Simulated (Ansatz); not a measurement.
A run of Ansatz 0.2.0 is set up as follows.

input.yaml

```yaml
crystal:
  lattice:
    - [-1.38371547, 1.38371547, 1.38371547]
    - [1.38371547, -1.38371547, 1.38371547]
    - [1.38371547, 1.38371547, -1.38371547]
  atoms:
    - { symbol: Ni, position: [0.0, 0.0, 0.0], spin: 1.0 }
hamiltonian:
  xc: pbe
  pseudopotentials: { kind: paw }
magnetization:
  spin_polarized: true
kpoints:
  mp_grid: { grid: [13, 13, 13] }
scf:
  occupations: { method: gaussian, width: 0.016 }
output:
  forces: true
  stress: true
  eigenvalues: true
```

Potentials or basis: Ansatz PAW.

Run with:

```console
$ ansatz run input.yaml --threads 2 --pin off --max-ram 5632MiB --backend cpu --events-out ev --progress --plain --runs-dir out
```

What does it give for the net moment?

0.59 μB per cell.

Predict the site moments.

Ni +0.62 μB.

Estimate the band gap on the k mesh.

none (metal or under the smearing width).
